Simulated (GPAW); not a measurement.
Runs of GPAW 26.7.0 on AgCl (Chlorargyrite). Symmetry: Fm-3m, No. 225, cubic system. Conventional cell: a = 5.470 Å, b = 5.470 Å, c = 5.470 Å, α = 90.00°, β = 90.00°, γ = 90.00°. Ag (site symmetry m-3m) is surrounded by 6 Cl at 2.73 Å. Cl (site symmetry m-3m) has 6 Ag at 2.73 Å as nearest neighbours. 

```tsv
task	level	potentials or basis	spin	cutoff (eV)	maxiter	convergence	band path	band points	spin axis theta (degrees)	gap on the mesh (eV)	pressure (GPa)
single point	LDA	the program's PAW data sets (release 1.2.1) made for this functional, pw	off	450	120	default	-	-	-	(b)	-4.2
band structure	GLLB-SC	the program's PAW data sets (release 1.2.1) made for this functional, pw	off	600	150	-	GXWKGLUWLK,UX	100	-	2.36	-
band structure	PW91	PAW data sets generated in the run's folder for this functional, pw	SOC, no magnetisation	600	150	-	GXWKGLUWLK,UX	80	90	(a)	3.6
band structure	PBE	GPAW PAW data sets (gpaw-data 1.2.1), other valence, pw	off	600	150	-	GXWKGLUWLK,UX	80	-	0.98	4.4
```

Alike in all rows: cell as given; k mesh 7 × 7 × 7; smearing fermi-dirac 0.05 eV.

**Question.** Estimate the missing entries.

**Answer.** (a) 0.90; (b) 0.68.

Caveats: an odd mesh through Γ misses points on the zone boundary, where band edges often lie (some runs); the mesh misses the band edges, which the band path finds closer together (some runs); the cutoff is short for stress and forces, so pressures can be off by a GPa or more (some runs); the GLLB-SC gap is the Kohn-Sham gap of the path plus the derivative discontinuity (some runs); a model potential gives levels but no total energy (some runs); spin-orbit coupling was added after a scalar SCF, so levels and gaps hold it while energy, forces, pressure and moments don't (some runs); this program's spin-orbit splittings come out too wide for heavy elements (some runs).

A k mesh can miss the band edges, and rows without SOC leave out spin-orbit coupling on Ag.

The runs don't all hold the same shells in valence.
